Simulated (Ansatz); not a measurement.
Write the native input for Ansatz 0.2.0 that does the following.

```yaml
Task: relaxation of cell and atoms
Functional: PBE
Dispersion: D3(BJ)
Potentials_or_basis: Ansatz PAW
Cutoff: "420 eV (not typed: the program's choice for these potentials)"
k_mesh: 10 × 10 × 10
Occupations: fermi-dirac, width 0.05 eV
Spin: no spin polarisation
```

Sn:

```
CELL_PARAMETERS angstrom
-1.89465 1.89465 1.89465
1.89465 -1.89465 1.89465
1.89465 1.89465 -1.89465
ATOMIC_POSITIONS crystal
Sn 0.00000 0.00000 0.00000
```

This isn't the form of Sn at room conditions, which is tetragonal (white tin).

The input as run:

input.yaml

```yaml
crystal:
  lattice:
    - [-1.8946518192, 1.8946518192, 1.8946518192]
    - [1.8946518192, -1.8946518192, 1.8946518192]
    - [1.8946518192, 1.8946518192, -1.8946518192]
  atoms:
    - { symbol: Sn, position: [0.0, 0.0, 0.0] }
hamiltonian:
  xc: pbe
  pseudopotentials: { kind: paw }
  dispersion: d3bj
kpoints:
  mp_grid: { grid: [10, 10, 10] }
scf:
  occupations: { method: fermi_dirac, width: 0.05 }
output:
  forces: true
  stress: true
  eigenvalues: true
  write_density: true
  write_potential: true
  elf: true
  volumetric_format: npy
relax:
  f_tol: 0.01
  max_steps: 40
  cell: { stress_tol: 0.05 }
```

Potentials or basis: Ansatz PAW.

Launch:

```sh
$ ansatz run input.yaml --threads 2 --pin off --max-ram 5632MiB --backend cpu --events-out ev --progress --plain --runs-dir out
```

Results of the run:

```
Relaxed volume                         : 26.26 Å³/atom
Relaxed cell                           : a = 3.243 Å, b = 3.243 Å, c = 3.243 Å, α = 109.47°, β = 109.47°, γ = 109.47°
Space group after relaxing (to 0.05 Å) : Im-3m (No. 229)
Energy gained by relaxing              : 5.0 meV/atom
Ionic steps                            : 3
Pressure after relaxing                : 0.0 GPa
Band gap on the k mesh                 : none (metal or under the smearing width)
```

Caveat: the plane-wave basis is chosen anew once the cell has moved, so the energies of steps on either side of that aren't comparable; pairwise dispersion overbinds metals, which lowers pressure and volume.

It took 1.6 s on 2 threads of Arm Neoverse V2, with other jobs on the host, peak memory 0.29 GiB.
